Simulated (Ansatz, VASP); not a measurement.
MgB2 in VASP and in Ansatz

```
CELL_PARAMETERS angstrom
3.08500 0.00000 0.00000
-1.54250 2.67169 0.00000
0.00000 0.00000 3.52300
ATOMIC_POSITIONS crystal
Mg 0.00000 0.00000 0.00000
B 0.33333 0.66667 0.50000
B 0.66667 0.33333 0.50000
```

Alike in both runs: task relaxation of cell and atoms; functional PBE; k mesh 12 × 12 × 9; occupations fermi-dirac, width 0.1 eV; no spin polarisation.

|  | VASP | Ansatz |
| --- | --- | --- |
| version | VASP 6.6.1 | Ansatz 0.2.0 |
| potentials or method | VASP PAW PBE potentials, release 64 (Mg, B) | PAW plane waves |
| plane-wave cutoff (eV) | 600 | 420 |
| valence electrons in the cell | 8 | 16 |

```tsv
	VASP	Ansatz	Ansatz less VASP
gap on the k mesh at the Fermi level, each at its own relaxed structure (eV)	none	none	-
relaxed volume (Å³/atom)	9.60	9.62	+0.016
relaxed cell length with the largest relative difference (Å)	3.517	3.520	+0.0030
```

A gap of «none» marks a metal or a gap that the smearing closes. The two sets of potentials don't hold the same shells in valence.
